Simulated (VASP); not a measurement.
## MoSe2: single point with PBE+D3(BJ)

The system is MoSe2.

```
Mo Se
1.0
     3.27708    0.00000    0.00000
    -1.63854    2.83803    0.00000
     0.00000    0.00000   12.73787
Mo Se
2 4
Cartesian
  1.6385 0.9460 3.1847
  0.0000 1.8920 9.5532
  0.0000 1.8920 4.8586
  1.6385 0.9460 11.2271
  0.0000 1.8920 1.5107
  1.6385 0.9460 7.8793
```

The cell is a database's computed one.

```json
{
  "Program": "VASP 6.6.1",
  "Task": "single point",
  "Functional": "PBE",
  "Dispersion": "D3(BJ)",
  "Potentials or basis": "VASP PAW PBE potentials, release 64 (Mo_sv, Se)",
  "Cutoff": "520 eV",
  "k mesh": "9 × 9 × 2",
  "Occupations": "gaussian, width 0.02 eV",
  "Spin": "no spin polarisation"
}
```

- Pressure: 0.3 GPa
- Largest force: 0.040 eV/Å
- Band gap on the k mesh: 0.85 eV, indirect (least direct gap 1.46 eV)
- Dispersion energy per atom: -0.479 eV

Forces on the atoms (eV/Å):
```
Mo   0.000  0.000  0.000
Mo   0.000  0.000  0.000
Se   0.000  0.000  0.040
Se   0.000  0.000  0.040
Se   0.000  0.000 -0.040
Se   0.000  0.000 -0.040
```

Stress tensor (GPa, compression positive):
```
0.24 0.00 0.00
0.00 0.24 0.00
0.00 0.00 0.33
```

Levels at points of the mesh, in eV from the valence-band top:
```
           k point  band 22  band 23  band 24  band 25  band 26  band 27  band 28  band 29  band 30  band 31
(0.00, 0.00, 0.00)    -1.48    -1.48    -1.19    -0.69     0.00     2.47     2.47     2.55     2.55     2.61
(0.00, 0.00, 0.50)    -1.51    -1.51    -1.51    -0.16    -0.16     2.48     2.48     2.48     2.48     2.76
```

Wall time 74 s on 1 thread of Intel(R) Xeon(R) Platinum 8259CL CPU @ 2.50GHz (Skylake/Cascade Lake), with other jobs on the host, peak memory 0.27 GiB.

Caveat: an odd mesh through Γ misses points on the zone boundary, where band edges often lie.
